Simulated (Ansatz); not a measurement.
# 2H-WS2 monolayer in a perpendicular field

What dipole does a perpendicular field induce in the 2H-WS2 monolayer, and does the gap follow? A positive field points along +c.

Program: Ansatz 0.2.0. Level of theory: plane-wave DFT, LDA, Ansatz PAW, in the first sound run; inputs show where later runs differ. Results are calculated unless marked as measured.

Experimental background.

“Imaging microscopic electronic contrasts at the interface of single-layer WS2 with oxide and boron nitride substrates” (2019, arxiv:1903.10400) quotes from earlier work for WS2, single layer (single layer on SiO2, quoted from earlier measurement): band gap (quasiparticle band gap) 2.4 eV [literature measured value used as input for band alignment; WS2 supported on SiO2, so …].

Report form: the programs' logs are mostly left out.

## 1. Starting point

The cell holds 3 atoms: 2 S and 1 W. Its edges and angles: a = 3.180 Å, b = 3.180 Å, c = 21.476 Å, α = 90.0°, β = 90.0°, γ = 120.0°. Vacuum lies along c.

## 2. Relaxing the slab

The starting cell is a guess, so the in-plane lattice and the atoms are relaxed first, with the slab cut off from its images along the normal. The program lengthens the vector along the normal by itself, so c and the volume that it reports differ from the typed ones.

The input, input.yaml:

```yaml
crystal:
  lattice:
    - [3.18, 0.0, 0.0]
    - [-1.59, 2.753960784, 0.0]
    - [0.0, 0.0, 21.4756202324]
  atoms:
    - { symbol: S, position: [0.3333333333, 0.6666666667, 0.4190798637] }
    - { symbol: W, position: [0.0, 0.0, 0.5] }
    - { symbol: S, position: [0.3333333333, 0.6666666667, 0.5809201363] }
  periodic: [true, true, false]
kpoints:
  mp_grid: { grid: [12, 12, 1] }
hamiltonian:
  xc: lda
scf:
  occupations: { method: fermi_dirac, width: 0.05 }
  convergence: { dr2_threshold: 1.0e-09 }
relax:
  f_tol: 0.004
  max_steps: 90
  cell: {}
output:
  write_potential: true
  write_density: true
  volumetric_format: npy
```

On the command line:

```console
$ ansatz run input.yaml --threads 2 --pin off --max-ram 3072MiB --backend cpu --events-out ev --progress --plain --runs-dir out
```

Wall time 34 s (2 threads of Intel Xeon Platinum 8488C (Sapphire Rapids), shared host); peak memory 0.51 GiB; 62 s of CPU time.

Step by step:

```
step  energy less that of the first step (eV)  largest force component (eV/Å)  volume (Å³)
   1                                   0.0000                          3.1313       269.31
   2                                  -0.6930                          0.1492       265.79
   3                                  -0.7051                          0.0232       258.78
   4                                  -0.7058                          0.0042       260.18
   5                                  -0.7058                          0.0015       260.13
  6*                                  -0.7055                          0.0016       260.13
```

Relaxation steps marked * repeat the geometry before them on a plane-wave basis chosen anew for their cell, so energy and pressure can jump there.

Forces are held to the 12 operations that the run works with; a distortion that breaks them can't arise in this run.

```
cell as run  before  after  change
      a (Å)   3.180  3.125  -1.7 %
      b (Å)   3.180  3.125  -1.7 %
```

The atoms that moved most (Å, along periodic axes as changes of fractional coordinates times the final cell, across vacuum about the mean position):

```
atom     dx     dy      dz  length
  S1  0.000  0.000   0.177   0.177
  S3  0.000  0.000  -0.177   0.177
```

The relaxed structure:

```xyz
3
Lattice="3.1253 0.0000 0.0000 -1.5627 2.7066 0.0000 0.0000 0.0000 30.7512" Properties=species:S:1:pos:R:3
S     0.0000    1.8044    9.1773
W     0.0000    0.0000   10.7378
S     0.0000    1.8044   12.2983
```

This step gave:

```
gap on the k-mesh : 1.987 eV
```

The lattice constant a goes from 3.180 to 3.125 Å.

## 3. Single point, field 0

A sawtooth potential applies the field, turning back in the middle of the vacuum. With the dipole correction the typed value is the field outside the slab. The induced dipole is small, so the SCF threshold is tight.

The cell differs from the one that the last finished run ended in (c 30.751 → 21.121 Å).

The input, input.yaml:

```yaml
crystal:
  lattice:
    - [3.1253296119, 0.0, 0.0]
    - [-1.5626648059, 2.7066148391, 0.0]
    - [0.0, 0.0, 21.1209360063]
  atoms:
    - { symbol: S, position: [0.3333333333, 0.6666666667, 0.4261174788] }
    - { symbol: W, position: [0.0, 0.0, 0.5] }
    - { symbol: S, position: [0.3333333333, 0.6666666667, 0.5738825212] }
kpoints:
  mp_grid: { grid: [18, 18, 1] }
  band_path:
    path: [[0, 0, 0], [0.5, 0, 0], [0.33333333, 0.33333333, 0], [0, 0, 0]]
    npoints: 16
hamiltonian:
  xc: lda
scf:
  occupations: { method: fermi_dirac, width: 0.02585 }
  convergence: { dr2_threshold: 1.0e-10 }
efield:
  axis: 3
  dipole_correction: true
  ramp_position: 0.97
  ramp_width: 0.06
  amplitude: 0
output:
  dos: { projected: true, e_range: [-6, 5] }
  bader: true
  write_potential: true
  write_density: true
  volumetric_format: npy
  elf: true
```

Wall time 34 s (2 threads); peak memory 0.51 GiB.

This step gave:

- dipole along the normal: 3.80e-7 e·Å
- gap along the path: 1.987 eV
- smallest direct gap along the path: 1.987 eV
- ionisation energy, upper face: 5.946 eV
- electron affinity, upper face: 3.959 eV
- gap, the smaller of path and mesh: 1.987 eV

Running mean over a fixed 2.8 Å (it still follows the layers) of the planar mean; the ramp of the sawtooth is left out. The electron's electrostatic potential energy less the Fermi level by z:

```
z (Å)  electron's electrostatic potential energy less the Fermi level (eV)
 2.93                                                                 4.96
 3.37                                                                 4.96
 3.81                                                                 4.96
 4.11                                                                 4.96
 4.55                                                                 4.96
 4.99                                                                 4.96
 5.43                                                                 4.95
 5.87                                                                 4.93
 6.16                                                                 4.90
 6.60                                                                 4.71
 7.04                                                                 3.94
 7.48                                                                 2.07
 7.92                                                               -0.178
 8.36                                                                -2.27
 8.65                                                                -3.85
 9.09                                                                -7.16
 9.53                                                                -10.5
 9.97                                                                -12.0
10.41                                                                -12.0
10.71                                                                -12.0
11.15                                                                -12.0
11.59                                                                -10.5
12.03                                                                -7.16
12.47                                                                -3.85
12.76                                                                -2.27
13.20                                                               -0.178
13.64                                                                 2.07
14.08                                                                 3.94
14.52                                                                 4.71
14.96                                                                 4.90
15.25                                                                 4.93
15.69                                                                 4.95
16.13                                                                 4.96
16.57                                                                 4.96
17.01                                                                 4.96
17.31                                                                 4.96
17.75                                                                 4.96
18.19                                                                 4.96
```

The density of states has structure finer than the step of the table below, so its rows give means over 0.25 eV, whole bins alone (the curve runs from -6 to 1.88 eV). Peaks (eV: height): -5.590: 3.78, -5.450: 9.15, -4.460: 5.55, -4.370: 7.23, -3.110: 7.85, -1.890: 3.83, 1.800: 9.51.

Table of density of states by energy, zero at the Fermi level of the run, which the smearing sets inside the gap; means over each step:

```
energy (eV)  density of states (states/eV a cell)
      -5.75                                 0.797
      -5.50                                  4.49
      -5.25                                  3.30
      -5.00                                 0.779
      -4.75                                  1.66
      -4.50                                  4.43
      -4.25                                  2.39
      -4.00                                  1.44
      -3.75                                  1.46
      -3.50                                  1.70
      -3.25                                  2.87
      -3.00                                  3.92
      -2.75                                  2.38
      -2.50                                  2.10
      -2.25                                  2.35
      -2.00                                  1.89
      -1.75                                  2.65
      -1.50                                  1.71
      -1.25                                  1.31
      -1.00                                 0.165
      -0.75                                     0
      -0.50                                     0
      -0.25                                     0
       0.00                                     0
       0.25                                     0
       0.50                                     0
       0.75                                     0
       1.00                                 0.437
       1.25                                  2.44
       1.50                                  2.42
       1.75                                  3.98
```

Projected DOS per atom over height of the atomic layer and energy from the Fermi level. Layers: S W S from below.

Ten even steps from '_' (0.00 states/eV) to '@' (2.19 states/eV), each cell a mean:
```
::@@::
::**::
__..__
______
______
______
______
______
__::__
..++..
::##::
--::--
==..==
**--**
------
::--::
::::::
++++++
::::::
::::::
******
..__..
```
Columns: height of the atomic layer (Å) from 9 to 12.1; rows upwards: energy from the Fermi level (eV) from -5.96 to 1.87.

The electronic bands at the labelled points (eV, zero at the Fermi level of the run, which the smearing sets inside the gap):

```
  point  band 10  band 11  band 12  band 13  band 14  band 15  band 16  band 17
      Γ    -3.19    -2.54    -2.54    -1.14     2.07     2.07     2.26     2.26
halfway    -3.68    -2.92    -2.61    -1.91     1.33     1.71     2.30     3.34
      M    -4.45    -3.14    -2.11    -1.91     2.08     2.49     3.11     3.96
halfway    -4.49    -3.75    -3.13    -1.41     1.74     2.80     2.88     3.98
      K    -4.85    -4.29    -3.36    -0.99     1.00     2.31     3.25     4.90
halfway    -4.53    -3.23    -2.27    -1.88     1.04     1.95     2.09     3.80
      Γ    -3.19    -2.54    -2.54    -1.14     2.07     2.07     2.26     2.26
```

Valence density in the ca plane at fractional y = 0.667, with atoms of S within 0.2 Å of it. It is the smooth field of the valence electrons, not physical close to the nuclei.

Ten even steps from '0' (0.0 e/Å³) to '9' (1.1 e/Å³), each cell a mean:
```
00000000000000000001223586322110000000000000
00000000000000000001122586322100000000000000
00000000000000000013443444344321000000000000
00000000000000000148986323589862000000000000
00000000000000000388487423696695100000000000
00000000000000000388388423695595100000000000
00000000000000000258996323589973100000000000
00000000000000000024554444445421000000000000
```
Columns run along c (16.0 Å, from fractional 0.08 to 0.84 of the cell), rows up along a (3.1 Å). Atoms in or near the plane, at fractional coordinates: S at (0.43, 0.33), S at (0.57, 0.33).

ELF in the ca plane at fractional y = 0.667, with atoms of S within 0.2 Å of it. It is the smooth field of the valence electrons, not physical close to the nuclei.

Ten even steps from '0' (0.00) to '9' (0.94), each cell a mean:
```
00000000000000000112332233123321000000000000
00000000000000000012221243122210000000000000
00000000000000013567774222367775310000000000
00000000000000147898787422688899852000000000
00000000000001368996147523662399974200000000
00000000000001368996147523651399975200000000
00000000000000257998787423687799863100000000
00000000000000013678875222468876420000000000
```
Columns run along c (16.0 Å, from fractional 0.08 to 0.84 of the cell), rows up along a (3.1 Å). Atoms in or near the plane, at fractional coordinates: S at (0.43, 0.33), S at (0.57, 0.33).

Electrostatic potential energy in the ca plane at fractional y = 0.667, with atoms of S within 0.2 Å of it. With pseudopotentials it is smooth inside the atoms' cores, unlike the true potential.

Ten even steps from '0' (-37 eV) to '9' (5 eV), each cell a mean:
```
99999999999999999999887534688999999999999999
99999999999999999999987534688999999999999999
99999999999999999997777666777789999999999999
99999999999999999962126777741148999999999999
99999999999999999830003788600007999999999999
99999999999999999830103788500007999999999999
99999999999999999961015788730048999999999999
99999999999999999987677766776689999999999999
```
Columns run along c (16.0 Å, from fractional 0.08 to 0.84 of the cell; values clipped at the 3rd and 97th percentile), rows up along a (3.1 Å). Atoms in or near the plane, at fractional coordinates: S at (0.43, 0.33), S at (0.57, 0.33).

The gap is 1.99 eV, with the valence edge 5.95 eV and the conduction edge 3.96 eV under the upper vacuum level. Spin-orbit coupling, left out in this run, matters for the bands of elements this heavy.

## 4. Atoms held, field 0.1 V/Å

input.yaml: that of step 3 with these lines changed.

```diff
@@ -24,6 +24,4 @@
   ramp_width: 0.06
-  amplitude: 0
+  amplitude: 0.1
 output:
-  dos: { projected: true, e_range: [-6, 5] }
-  bader: true
   write_potential: true
@@ -31,2 +29 @@
   volumetric_format: npy
-  elf: true
```

Elapsed: 14 s, on 2 threads; peak memory 0.45 GiB.

The dipole is 0.0239 e·Å, and the gap 1.987 eV.

## 5. Atoms held, field -0.1 V/Å

input.yaml: that of step 4 with these lines changed.

```diff
@@ -24,3 +24,3 @@
   ramp_width: 0.06
-  amplitude: 0.1
+  amplitude: -0.1
 output:
```

The job ended after 14 s (2 threads; peak memory 0.48 GiB).

The dipole is -0.0239 e·Å, and the gap 1.987 eV.

## 6. Atoms held, field 0.5 V/Å

input.yaml: that of step 5 with these lines changed.

```diff
@@ -24,3 +24,3 @@
   ramp_width: 0.06
-  amplitude: -0.1
+  amplitude: 0.5
 output:
```

It took 14 s on 2 threads; peak memory 0.48 GiB.

The dipole is 0.120 e·Å, and the gap 1.987 eV.

## 7. Atoms held, field -0.3 V/Å

input.yaml: that of step 6 with these lines changed.

```diff
@@ -24,4 +24,6 @@
   ramp_width: 0.06
-  amplitude: 0.5
+  amplitude: -0.3
 output:
+  dos: { projected: true, e_range: [-6, 5] }
+  bader: true
   write_potential: true
@@ -29 +31,2 @@
   volumetric_format: npy
+  elf: true
```

It took 33 s on 2 threads; peak memory 0.46 GiB; 63 s of CPU time.

The dipole is -0.0718 e·Å, and the gap 1.987 eV.

## 8. Response, atoms held

This step: plane-wave DFT, LDA, Ansatz PAW; response to a field along the normal, atoms held (Ansatz 0.2.0).

The dipoles give the slope, and the difference of two potentials shows where the field is screened.

This step gave:

* equivalent conductor thickness p/(ε₀AE): 5.119 Å
* distance between the outer atoms: 3.121 Å

Table of dipole of the cell by applied field:

```
applied field (V/Å)  dipole of the cell (e·Å)
             -0.300                   -0.0718
             -0.100                   -0.0239
              0.000                    3.8e-7
              0.100                    0.0239
              0.500                     0.120
```

Local field over the applied field, running mean. From the potentials at -0.1 and 0.1 V/Å; running mean over 2.5 Å. Table of local field over applied field by z:

```
z (Å)  local field over applied field
 4.11                           1.000
 4.55                           0.999
 4.99                           0.997
 5.43                           0.992
 5.87                           0.978
 6.31                           0.945
 6.75                           0.877
 7.19                           0.763
 7.63                           0.619
 8.07                           0.464
 8.51                           0.311
 8.95                           0.184
 9.39                           0.103
 9.83                          0.0655
10.27                          0.0474
10.85                          0.0474
11.29                          0.0655
11.73                           0.103
12.17                           0.184
12.61                           0.311
13.05                           0.464
13.49                           0.619
13.93                           0.763
14.37                           0.877
14.81                           0.945
15.25                           0.978
15.69                           0.992
16.13                           0.997
16.57                           0.999
17.01                           1.000
```

Electrons, planar mean, per unit field. Induced electron density against z:

```
z (Å)  induced electron density (e/Å³ per V/Å)
 4.11                                   1.6e-6
 4.40                                   3.2e-6
 4.84                                   9.0e-6
 5.13                                   1.8e-5
 5.57                                   5.0e-5
 5.87                                   9.7e-5
 6.16                                   1.9e-4
 6.60                                   4.8e-4
 6.89                                   8.6e-4
 7.19                                  0.00147
 7.63                                  0.00278
 7.92                                  0.00351
 8.36                                  0.00273
 8.65                                  0.00125
 8.95                                   9.0e-4
 9.39                                   6.9e-4
 9.68                                  -2.3e-4
 9.97                                  -5.1e-4
10.41                                  -1.4e-4
10.71                                   1.3e-4
11.15                                   5.1e-4
11.44                                   2.3e-4
11.73                                  -6.9e-4
12.17                                  -8.9e-4
12.47                                 -0.00125
12.76                                 -0.00273
13.20                                 -0.00351
13.49                                 -0.00278
13.93                                 -0.00147
14.23                                  -8.6e-4
14.52                                  -4.8e-4
14.96                                  -1.9e-4
15.25                                  -9.7e-5
15.55                                  -5.0e-5
15.99                                  -1.8e-5
16.28                                  -9.0e-6
16.72                                  -3.2e-6
17.01                                  -1.6e-6
```

The smaller of the gaps on the path and on the k-mesh, counted as 0 under 0.03 eV. The gap stays at 1.99 eV for applied field from -0.3 to 0.5 V/Å.

By hand: between -0.1 and 0.1 V/Å the dipole changes by 0.04786 e·Å, a slope of 0.2393 e·Å²/V. A perfect conductor of thickness t has p = ε₀AEt, so t = 180.95 × 0.2393 / 8.459 = 5.12 Å (e/ε₀ = 180.95 V·Å, A in Å²).

The induced dipole is that of a conductor 5.12 Å thick.

[end of part 1 of 2]

[Logs are printed without paths, hosts, clocks, repeated set-up lines and the standing remarks that a program may print on its own settings, such as how far it seeks lower states.]

[Hosts, paths, dates, database ids (printed as entryN), source tags and the programs' standing remarks are cut or masked in the printed files.]

[Maps of the electrostatic potential energy from Ansatz leave out the sawtooth potential of an applied field or a dipole correction, so their vacuum need not be flat; planar profiles and work functions include it.]

[The density of states shown here was stored with 400 of the rows of the run's finer table, so its peaks can read low, often by over a quarter, or be missed, and its means over a window can be off by a tenth or more.]
